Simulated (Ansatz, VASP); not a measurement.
# Cu in VASP and in Ansatz

The input INCAR:

```
SYSTEM = Cu
PREC = Accurate
ENCUT = 520
EDIFF = 1E-7
ISMEAR = -1
SIGMA = 0.05
LREAL = .FALSE.
LASPH = .TRUE.
NELM = 100
ALGO = Normal
ISIF = 2
LWAVE = .FALSE.
LCHARG = .FALSE.
GGA = PS
NBANDS = 12
```

KPOINTS

```
regular mesh
0
G
  13 13 13
  0 0 0
```

POSCAR

```
Cu
1.0
   -1.4427933200      1.4427933200      1.3760814500
    1.4427933200     -1.4427933200      1.3760814500
    1.4427933200      1.4427933200     -1.3760814500
Cu
1
Direct
    0.0000000000      0.0000000000      0.0000000000
```

The input input.yaml:

```yaml
crystal:
  lattice:
    - [-1.44279332, 1.44279332, 1.37608145]
    - [1.44279332, -1.44279332, 1.37608145]
    - [1.44279332, 1.44279332, -1.37608145]
  atoms:
    - { symbol: Cu, position: [0.0, 0.0, 0.0] }
hamiltonian:
  xc: pbesol
  pseudopotentials: { kind: paw }
kpoints:
  mp_grid: { grid: [13, 13, 13] }
scf:
  occupations: { method: fermi_dirac, width: 0.05 }
output:
  forces: true
  stress: true
  eigenvalues: true
  write_density: true
  write_potential: true
  elf: true
  volumetric_format: npy
```

This isn't the form of Cu at room conditions, which is fcc.

Alike in both runs: task single point; functional PBEsol; k mesh 13 × 13 × 13; occupations fermi-dirac, width 0.05 eV; no spin polarisation.

|  | VASP | Ansatz |
| --- | --- | --- |
| version | VASP 6.6.1 | Ansatz 0.2.0 |
| potentials or method | VASP PAW PBE potentials, release 64 (Cu) | Ansatz PAW |
| plane-wave cutoff (eV) | 520 | 420 |
| valence electrons in the cell | 11 | 19 |

VASP gave:

```
gap on the k mesh at the Fermi level (eV)       : none
pressure (GPa)                                  : -0.7
largest component of the traceless stress (GPa) : 0.07
```

**Question.** Which values does Ansatz return?

**Answer.** gap on the k mesh at the Fermi level (eV): none; pressure (GPa): -1.4; largest component of the traceless stress (GPa): 0.01.

A gap of «none» marks a metal or a gap that the smearing closes. With one functional, cell and mesh, what is left measures potentials, basis and numerics. The two sets of potentials don't hold the same shells in valence.

Caveats: the PAW data sets were made with another functional, which shifts forces and pressure a little (VASP); the PAW data sets come from PBE, with cores solved anew for the run's functional, which leaves a small shift of forces and pressure (Ansatz).
